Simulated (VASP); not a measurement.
Input of a VASP 6.6.1 run:

Contents of INCAR:

```
SYSTEM = Ir
ALGO = Normal
EDIFF = 1E-6
ENCUT = 520
GGA = PS
ISIF = 2
ISMEAR = 0
LASPH = .True.
LCHARG = .True.
LELF = .True.
LREAL = .False.
LVHAR = .True.
LWAVE = .False.
NBANDS = 26
NELM = 100
PREC = Accurate
SIGMA = 0.1
```

Contents of KPOINTS:

```
k-points
0
Gamma
  6 6 4
  0 0 0
```

File POSCAR:

```
Ir
1.0
    2.5637447771     -1.6944391738      0.0000000000
    2.5637447771      1.6944391738      0.0000000000
    0.0000000000      0.0000000000      6.9120396747
Ir
4
Direct
    0.8500000000      0.1500000000      0.1170000000
    0.6500000000      0.3500000000      0.6170000000
    0.1500000000      0.8500000000      0.8830000000
    0.3500000000      0.6500000000      0.3830000000
```

Potentials or basis: VASP PAW PBE potentials, release 64 (Ir).

Command:

```console
$ cat potpaw_PBE.64/Ir/POTCAR > POTCAR
$ mpirun -np 1 vasp_std > vasp.out
```

Task: Predict the largest force.

Result: 16.686 eV/Å.

Task: Predict the pressure.

Result: 71.2 GPa.

Task: What does it give for the band gap on the k mesh?

Result: None (metal or under the smearing width).

Forces on the atoms (eV/Å):
```
Ir    0.000   9.678  13.593
Ir    0.000  -9.678  13.593
Ir    0.000  -9.678 -13.593
Ir    0.000   9.678 -13.593
```

Caveat: the k mesh is coarse (spacing up to 0.37 Å⁻¹), so the values aren't converged; a pressure of tens of GPa on the cell as given is suspect, and the run, the potentials or the cell itself is likely at fault; the PAW data sets were made with another functional, which shifts forces and pressure a little. Spin-orbit coupling is left out, which matters for the levels of Ir.
